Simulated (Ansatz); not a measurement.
Crystal: HgTe.

```
Hg Te
1.0
     2.99252   -3.46693    0.00000
     2.99252    3.46693    0.00000
     0.00000    0.00000    5.79816
Hg Te
2 2
Cartesian
  2.9925 -1.0883 1.4495
  2.9925 1.0883 4.3486
  2.9925 1.9748 1.4495
  2.9925 -1.9748 4.3486
```

Measurements of this composition are mostly on another form, of space group No. 216.

Program: Ansatz 0.2.0. Alike in all runs: task projected density of states; potentials or basis Ansatz PAW; no spin polarisation; cell as given; k mesh 4 × 4 × 3; smearing fermi-dirac 0.05 eV; the mesh is coarse, so values aren't converged. Hardware: 2 threads of Arm Neoverse V2, on a shared host.

**Question.** Order these runs on this cell by their wall time, lowest first.
A. level r2SCAN; cutoff (eV) 500
B. level r2SCAN0; cutoff (eV) 500
C. level PBEsol; cutoff (eV) 420
D. level HSE06; cutoff (eV) 420

**Answer.** C (5.9 s), A (13 s), D (44 s), B (230 s).

Caveats: all runs use coarse meshes; the density of states is complete only up to the lowest level of the last band computed.
